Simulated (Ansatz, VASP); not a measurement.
# InP in two plane-wave programs

Aim: how closely do two programs agree when they are given the same cell, functional and k mesh? The cell is generated by rule, not measured, and may not be a known phase. The cell is taken from a series of VASP runs on this material, whose earlier steps may have relaxed, scaled or displaced it; both programs get it as it stands.

Method: plane waves, with VASP 6.6.1 beside it; single point at LDA, in Ansatz 0.2.0.

## Step 1: The starting structure

It takes space group R3m (No. 160, trigonal). Conventional cell: a = 4.101 Å, b = 4.101 Å, c = 10.127 Å, α = 90.00°, β = 90.00°, γ = 120.00°. Nearest to In lie 4 P at 2.52 Å. Nearest to P lie 4 In at 2.52 Å. Farther neighbours are not listed.

As a file:

```cif
data_structure
_symmetry_space_group_name_H-M 'P 1'
_symmetry_Int_Tables_number 1
_cell_length_a 4.1231
_cell_length_b 4.1231
_cell_length_c 4.1231
_cell_angle_alpha 59.643
_cell_angle_beta 59.643
_cell_angle_gamma 59.643
_cell_volume 49.16
loop_
_atom_site_label
_atom_site_type_symbol
_atom_site_fract_x
_atom_site_fract_y
_atom_site_fract_z
_atom_site_occupancy
In1 In 0.00049 0.00049 0.00049 1
P2 P 0.24951 0.24951 0.24951 1
```

## Step 2: VASP: single point, LDA

A single point gives forces, pressure and levels at one fixed geometry, so differences don't come from the geometry; what else differs is listed under the comparison.

Lines of VASP's logs that name or quote its potential files are left out, and so is its time.

Contents of INCAR:

```
SYSTEM = InP
PREC = Accurate
ENCUT = 450
EDIFF = 1E-06
NELM = 100
ISMEAR = 0
SIGMA = 0.02
LREAL = .FALSE.
ALGO = Normal
GGA = CA
NBANDS = 14
LWAVE = .FALSE.
LCHARG = .FALSE.
KPAR = 4
```

Contents of POSCAR:

```
InP
1.0
    0.0157292210      2.9154587270      2.9154587270
    2.9154587270      0.0157292210      2.9154587270
    2.9154587270      2.9154587270      0.0157292210
In P
1 1
Direct
    0.0004862592      0.0004862592      0.0004862592
    0.2495137408      0.2495137408      0.2495137408
```

Contents of KPOINTS:

```
Automatic mesh
0
Gamma
7 7 7
0 0 0
```

Contents of KPOINTS_OPT:

```
Line mode
6
Line-mode
Reciprocal
  0.00000000   0.00000000   0.00000000
  0.02686188   0.02686188   0.02686188

  0.00000000   0.00000000   0.00000000
 -0.01631671   0.01631671   0.00000000

  0.31000000   0.31000000   0.00000000
  0.50000000   0.50000000   0.00000000

  0.00000000   0.31000000   0.31000000
  0.00000000   0.50000000   0.50000000

  0.45000000   0.45000000   0.45000000
  0.50000000   0.50000000   0.50000000

  0.45000000   0.00000000   0.00000000
  0.50000000   0.00000000   0.00000000

  0.42500000   0.42500000   0.00000000
  0.42512517   0.44820048   0.02320048

  0.50000000   0.50000000   0.50000000
  0.48368329   0.51631671   0.50000000
```

Potentials, in the order of the species: In_d and P (LDA family, release 64).

Command:

```console
> mpirun -np 4 vasp_std
```

Numbers of over 12 decimals in the logs are rounded to 6 here.

Output:

```text
[banner, memory and clock lines left out]
running    4 mpi-ranks, on    1 nodes
 distrk:  each k-point on    1 cores,    4 groups
 distr:  one band on    1 cores,    1 groups

 POSCAR found type information on POSCAR InP
 POSCAR found :  2 types and       2 ions
 LDA part: xc-table for (Slater(with rela. corr.)+CA(PZ))
 , standard interpolation
 POSCAR, INCAR and KPOINTS ok, starting setup
 FFT: planning ... GRIDC
 FFT: planning ... GRID_SOFT
 FFT: planning ... GRID
 WAVECAR not read
 entering main loop
       N       E                     dE             d eps       ncg     rms          rms(c)
DAV:   1     0.106666567131E+03    0.10667E+03   -0.77891E+03  1244   0.128E+03
DAV:   2    -0.288492218474E+01   -0.10955E+03   -0.10591E+03  1310   0.304E+02
DAV:   3    -0.992227455234E+01   -0.70374E+01   -0.69975E+01  1586   0.812E+01
DAV:   4    -0.101086925922E+02   -0.18642E+00   -0.18635E+00  1530   0.147E+01
DAV:   5    -0.101170404248E+02   -0.83478E-02   -0.83477E-02  1860   0.266E+00    0.604E+00
DAV:   6    -0.971723083059E+01    0.39981E+00   -0.64206E-01  1916   0.148E+01    0.362E+00
DAV:   7    -0.967321795448E+01    0.44013E-01   -0.16321E-01  1650   0.364E+00    0.119E+00
DAV:   8    -0.966798382964E+01    0.52341E-02   -0.14747E-02  1672   0.160E+00    0.424E-01
DAV:   9    -0.966770765797E+01    0.27617E-03   -0.12864E-03  1606   0.480E-01    0.186E-01
DAV:  10    -0.966773589524E+01   -0.28237E-04   -0.15555E-04  1966   0.133E-01    0.119E-01
DAV:  11    -0.966773944582E+01   -0.35506E-05   -0.24489E-05  1878   0.820E-02    0.585E-02
DAV:  12    -0.966773719425E+01    0.22516E-05   -0.55627E-06  1568   0.320E-02    0.153E-02
DAV:  13    -0.966773714106E+01    0.53192E-07   -0.26876E-07   766   0.400E-03
   1 F= -.96677371E+01 E0= -.96677371E+01  d E =-.153860E-12
 Start KPOINTS_OPT (optional k-point list driver)
k-point batch [1-44\48]
       N       E                     dE             ncg
DAV:   1     0.167339261147E+04   -0.15065E+05     1238
DAV:   2    -0.318562205711E+04   -0.48590E+04     1262
DAV:   3    -0.353534793262E+04   -0.34973E+03     1658
DAV:   4    -0.354439201374E+04   -0.90441E+01     1572
DAV:   5    -0.354476899607E+04   -0.37698E+00     1830
DAV:   6    -0.354477926947E+04   -0.10273E-01     1646
DAV:   7    -0.354477948935E+04   -0.21988E-03     1884
DAV:   8    -0.354477949225E+04   -0.29068E-05     1158
DAV:   9    -0.354477949271E+04   -0.45826E-06     1258
k-point batch [45-48\48]
       N       E                     dE             ncg
DAV:   1     0.173622900954E+05   -0.16496E+04      112
DAV:   2     0.169267088557E+05   -0.43558E+03      124
DAV:   3     0.168978127862E+05   -0.28896E+02      154
DAV:   4     0.168970981669E+05   -0.71462E+00      156
DAV:   5     0.168970633457E+05   -0.34821E-01      166
DAV:   6     0.168970628904E+05   -0.45528E-03      144
DAV:   7     0.168970628642E+05   -0.26155E-04      166
DAV:   8     0.168970628640E+05   -0.18418E-06      116
```

Parts of OUTCAR (step 2):

```text
ion  position               nearest neighbor table
   1  0.000  0.000  0.000-   2 2.52   2 2.52   2 2.52   2 2.52
   2  0.250  0.250  0.250-   1 2.52   1 2.52   1 2.52   1 2.52

  LATTYP: Found a trigonal (rhomboedric) cell.
 ALAT       =     4.1231112750
 COS(alpha) =     0.5053877549

 Subroutine GETGRP returns: Found  6 space group operations
 (whereof  6 operations were pure point group operations)

The static configuration has the point symmetry C_3v.

 Found     44 irreducible k-points:

   k-points           NKPTS =     44   k-points in BZ     NKDIM =     44   number of bands    NBANDS=     14

   dimension x,y,z NGX =    30 NGY =   30 NGZ =   30
   dimension x,y,z NGXF=    60 NGYF=   60 NGZF=   60

   ENCUT  =  450.0 eV  33.07 Ry    5.75 a.u.   7.13  7.13  7.13*2*pi/ulx,y,z

   NELECT =      18.0000    total number of electrons

 k-points in reciprocal lattice and weights: Automatic mesh
   0.00000000  0.00000000  0.00000000       0.003
   0.14285714  0.00000000  0.00000000       0.017
   0.28571429  0.00000000  0.00000000       0.017
   0.42857143  0.00000000 -0.00000000       0.017
   0.14285714  0.14285714  0.00000000       0.017
   0.28571429  0.14285714  0.00000000       0.035
   0.42857143  0.14285714 -0.00000000       0.035
  -0.42857143  0.14285714  0.00000000       0.035
  -0.28571429  0.14285714 -0.00000000       0.035
[...]
0.42857143  0.42857143  0.42857143       0.006
  -0.42857143  0.42857143  0.42857143       0.017

 average (electrostatic) potential at core
       1 -95.0034       2 -83.7640

 E-fermi :   5.3838

 k-point     1 :       0.0000    0.0000    0.0000
  band No.  band energies     occupation
    ...
      5      -8.7998      2.00000
      6      -6.4352      2.00000
      7       5.2368      2.00000
      8       5.2946      2.00000
      9       5.2946      2.00000
     10       5.9109      0.00000
     11       9.1790      0.00000
     12       9.2651      0.00000
     13       9.2651      0.00000
     14      13.6702      0.00000

 k-point     2 :       0.1429    0.0000    0.0000
  band No.  band energies     occupation
    ...
      5      -8.7995      2.00000
      6      -6.1912      2.00000
      7       3.4078      2.00000
      8       4.9915      2.00000
      9       5.0408      2.00000
     10       6.9271      0.00000
     11       9.5052      0.00000
     12       9.5640      0.00000
     13       9.6231      0.00000
     14      13.9688      0.00000

 k-point     3 :       0.2857    0.0000    0.0000
  band No.  band energies     occupation
    ...
      5      -8.7946      2.00000
      6      -5.5251      2.00000
      7       1.2046      2.00000
      8       4.5447      2.00000
      9       4.5898      2.00000
     10       6.8831      0.00000
     11       9.9941      0.00000
     12      10.0279      0.00000
     13      10.9317      0.00000
     14      13.9280      0.00000

  Total        0.1465754      0.1465754      0.1465754     -0.0748788     -0.0748788     -0.0748788
  in kB        4.7769391      4.7769391      4.7769391     -2.4403259     -2.4403259     -2.4403259
  external PRESSURE =       4.7769391 kB  Pullay stress =       0.0000000 kB

  energy-cutoff  :      450.00
  volume of cell :       49.16
      direct lattice vectors                 reciprocal lattice vectors
     0.015729221  2.915458727  2.915458727    -0.172893764  0.171965989  0.171965989
     2.915458727  0.015729221  2.915458727     0.171965989 -0.172893764  0.171965989
     2.915458727  2.915458727  0.015729221     0.171965989  0.171965989 -0.172893764

 POSITION                                       TOTAL-FORCE (eV/Angst)
 -----------------------------------------------------------------------------------
      0.00284      0.00284      0.00284        -0.001656     -0.001656     -0.001656
      1.45882      1.45882      1.45882         0.001656      0.001656      0.001656
 -----------------------------------------------------------------------------------
    total drift:                               -0.000095     -0.000095     -0.000095

  FREE ENERGIE OF THE ION-ELECTRON SYSTEM (eV)
  ---------------------------------------------------
  free  energy   TOTEN  =        -9.6677371411 eV

  energy  without entropy=       -9.6677371411  energy(sigma->0) =       -9.66773714

[... 3 further parts left out ...]
```

The run ends at a pressure of 0.48 GPa, with forces up to 0.0029 eV/Å.

## Step 3: Ansatz: single point, LDA

Ansatz runs on its default PAW (the set named soft_2) files.

The same cell, functional (in two slightly different forms), mesh and smearing now go to Ansatz, which takes its cutoff from its data sets.

Contents of input.yaml:

```yaml
crystal:
  lattice:
    - [0.015729221, 2.915458727, 2.915458727]
    - [2.915458727, 0.015729221, 2.915458727]
    - [2.915458727, 2.915458727, 0.015729221]
  atoms:
    - { symbol: In, position: [0.0004862592, 0.0004862592, 0.0004862592] }
    - { symbol: P, position: [0.2495137408, 0.2495137408, 0.2495137408] }
hamiltonian:
  xc: lda
  pseudopotentials: { kind: paw }
kpoints:
  mp_grid: { grid: [7, 7, 7] }
scf:
  occupations: { method: gaussian, width: 0.02 }
  n_extra_bands: 4
output:
  forces: true
  stress: true
  eigenvalues: true
```

Command:

```console
> ansatz run input.yaml --threads 2 --pin off --max-ram 4608MiB --backend cpu --events-out ev --progress --plain --runs-dir out
```

Output:

```text
scf.n_extra_bands = 4 over 9 filled bands (N_el = 18.0): the run solves 13 bands
Engine: ansatz 0.2.0, aarch64-unknown-linux-gnu
Pseudopotentials: kind: paw
Pseudopotential: In, paw, valence charge 13, recommended cutoff 420 eV (normal), In.paw.azcp
Pseudopotential: P, paw, valence charge 5, recommended cutoff 420 eV (normal), P.paw.azcp
Functional definition: SPW92
  exchange = slater_x
  correlation = pw_c
Crystal: 2 atoms, lattice volume = 49.161 Å³
Basis set: ecut = 420 eV, 941 PW (Γ)
Bands: 13, of which v1, the nominal top of the filled ones, is band 9 counted from 1 (8 counted from 0)
Symmetry: 6 space group operations
Space group: R3m (ITA 160), of the structure as read, at distance tolerance 3.7e-5 Å
k-points: 44 of 343 (time reversal used)
Non-local potential: In, projectors of the file, l = 0: 2, l = 1: 2, l = 2: 2, l = 3: 2
Non-local potential: P, projectors of the file, l = 0: 2, l = 1: 2, l = 2: 2
PAW form: soft (Blöchl's): semilocal exchange-correlation on the pseudo side does not see the compensation charge
PAW frozen core: In, regenerated for the run's functional, and the local potential with it (the file was generated under x = pbe(κ = 0.804, μ = 0.219515), c = pbe(β = 0.066725))
PAW frozen core: P, regenerated for the run's functional, and the local potential with it (the file was generated under x = pbe(κ = 0.804, μ = 0.219515), c = pbe(β = 0.066725))
PAW one-centre angular grid: In, 590 points (default); XC on 64 Gauss nodes
PAW one-centre angular grid: P, 110 points (default); XC on 64 Gauss nodes
Initial density: superposition of atomic densities (neutral atoms: chi_scale 0, normalization atom), corrected by the library's trained network
Initial wavefunctions: pseudopotential atomic-orbital guess
Functional: x = slater, c = lda
SCF iter   1: F=—  HF=-6183.558263 eV  |F-HF|=—  |Δ(HF+E_count)|=         —  Δρ=8.10e-3  dr2=3.32e-2  ethr=1.77e-3  ⟨swp⟩=6.5  Hψ=3969  notcnv=0
preconditioner: auto → none  [insulator: Δε(μ)=0.528 eV  Ē_g=14.674 eV  σ=0.020 eV  W_gap=1.00  n_scr=14 (ndim 8)  ℏωp=22.5 eV  f_vac=0.016  D(μ)=0.00/eV (n_scr^D=0)  ε∞_Penn≈3.3]
SCF iter   2: F=—  HF=-6183.546686 eV  |F-HF|=—  |Δ(HF+E_count)|=   1.16e-2  Δρ=2.70e-3  dr2=1.97e-3  ethr=1.84e-4  ⟨swp⟩=3.2  Hψ=1353  notcnv=0
SCF iter   3: F=—  HF=-6183.546189 eV  |F-HF|=—  |Δ(HF+E_count)|=   4.97e-4  Δρ=8.20e-4  dr2=3.36e-4  ethr=1.10e-5  ⟨swp⟩=2.0  Hψ=1137  notcnv=0
SCF iter   4: F=—  HF=-6183.546105 eV  |F-HF|=—  |Δ(HF+E_count)|=   8.38e-5  Δρ=2.74e-4  dr2=2.24e-5  ethr=1.87e-6  ⟨swp⟩=3.0  Hψ=1021  notcnv=0
SCF iter   5: F=—  HF=-6183.546101 eV  |F-HF|=—  |Δ(HF+E_count)|=   3.92e-6  Δρ=2.10e-5  dr2=2.02e-7  ethr=1.24e-7  ⟨swp⟩=2.3  Hψ=776  notcnv=0
SCF iter   6: F=-6183.546101 eV  HF=-6183.546101 eV  |F-HF|=1.75e-9  |Δ(HF+E_count)|=   6.97e-9  Δρ=2.91e-6  dr2=3.09e-9  ethr=5.56e-10  ⟨swp⟩=7.0  Hψ=2951  notcnv=0
SCF 1 converged in 6 iterations: F = -6183.546101 eV  dr2 = 3.09e-9
  greatest PAW one-centre occupation: 0.982 electrons in one spin orbital (limit 2), on the In atom at site 0 (counted from 0), in its partial waves of l = 2
SCF converged after 6 iterations
Free energy (F): -6183.546101 eV
Harris-Foulkes:  -6183.546101 eV  (|F-HF|=1.75e-9)
Internal energy: -6183.546101 eV  (E = F + TS)
E sigma→0 (E₀):  -6183.546101 eV
Fermi energy:    7.362007 eV
--- Per-component energies (eV) ---
  E_band       = -52.536965
  E_kinetic    = 315.174412
  E_local      = -1388.543786  (includes V_loc(G=0)·N_el)
  E_nonlocal   = 405.795578
  E_hartree    = 545.052979
  E_xc         = -274.694784
  E_vxc        = -162.005341  (∫ρ·V_xc dr)
  E_paw        = -4556.394226  (= ΣΔE_a)
  E_vpaw       = -313.062031  (= ΣTr[D̂ρ^β])
  E_aug_tail   = 0.000029  (compensation charges beyond the density's cutoff)
  E_ewald      = -1230.338191
  E_core_change = 0.401888  (= ΣΔE_core)
  E_smearing   = -0.000000  (= −TS)
  E_closure    = -0.000000  (closes the sum)
  Σ components = -6183.546101   (vs F -6183.546101, Δ=0.00e0)
--- Forces (eV/Å), atoms counted from 1 ---
  atom   1  In    -0.00163429    -0.00163429    -0.00163429
  atom   2  P      0.00163101     0.00163101     0.00163101
  max |Σ_I F_I| component: 3.28e-6 eV/Å
--- Stress (GPa, compression-positive) ---
        0.423342      -0.242811      -0.242811
       -0.242811       0.423342      -0.242811
       -0.242811      -0.242811       0.423342
  P = ⅓ Tr σ = 0.4233 GPa (4.233 kbar)
--- Band table (eV; the first three rows and the last of 44) ---
  k-point 0: bands = [... 5 lower, -4.6744, 7.0104, 7.0679, 7.0679, 7.6556, 10.9467, 11.0326, 11.0326]
  k-point 1: bands = [... 5 lower, -4.4303, 5.1711, 6.7650, 6.8141, 8.6820, 11.2718, 11.3310, 11.3901]
  k-point 2: bands = [... 5 lower, -3.7641, 2.9682, 6.3182, 6.3630, 8.6382, 11.7614, 11.7954, 12.6996]
  k-point 43: bands = [... 5 lower, -2.7297, 1.1989, 4.8800, 5.8270, 9.4865, 11.4106, 12.3536, 14.1099]
```

Run time: 2.9 s. Hardware: 2 threads of Arm Neoverse N1, shared host; peak memory 0.32 GiB.

Reading the cycles: dr2 is the Hartree energy of the density residual (eV), the measure of convergence; HF is the Harris–Foulkes estimate of the energy, which meets the free energy F at convergence.

The run ends at a pressure of 0.42 GPa, with forces up to 0.0028 eV/Å.

## Step 4: Differences

Known differences besides the potentials themselves: the two LDA forms differ slightly; the cutoff is 420 eV in Ansatz and 450 eV in VASP; VASP's log shows a relativistic correction to its local exchange, Ansatz's none. Total energies have different zeros and are not compared.

Both answers:

```
              quantity  Ansatz   VASP  difference
        pressure (GPa)    0.42   0.48       -0.05
gap on the k mesh (eV)   0.588  0.616      -0.029
```

A gap on the mesh is an upper bound, since the band edges may lie between its points. Ansatz's pressure holds a Pulay correction of 0.04 GPa; VASP's holds none.

## Step 5: Further runs

Further runs change the set-up of one program: Ansatz's method, potentials or start, or VASP's data sets, cutoff or form of LDA. The table gives Ansatz less VASP for each quantity, since a change that brings one quantity closer may part another.

```
                              run  pressure (GPa)  gap on the k mesh (eV)
                         as above          -0.054                  -0.029
Ansatz's all-electron LAPW method          -0.054                  -0.030
```

## Step 6: What came out

| Property | Result |
| --- | --- |
| difference in gap on the k mesh (single point, LDA) | -0.029 eV |

What this shows: The difference in gap on the k mesh is -0.029 eV (single point, LDA), within the 0.08 eV picked in this series as the mark of a large difference. For single point, LDA, no further run moves any of the tabulated differences by more than a quarter of its size. 1 further run of this series is not shown here. How closely two codes agree says nothing of how well the functional describes the real material.

[Lines on the potential files, build, host, timing and source positions are cut from VASP's logs without a mark.]

[Logs are printed without paths, hosts, clocks, repeated set-up lines and the standing remarks that a program may print on its own settings, such as how far it seeks lower states.]

[Hosts, paths, dates, database ids (printed as entryN), source tags and the programs' standing remarks are cut or masked in the printed files.]
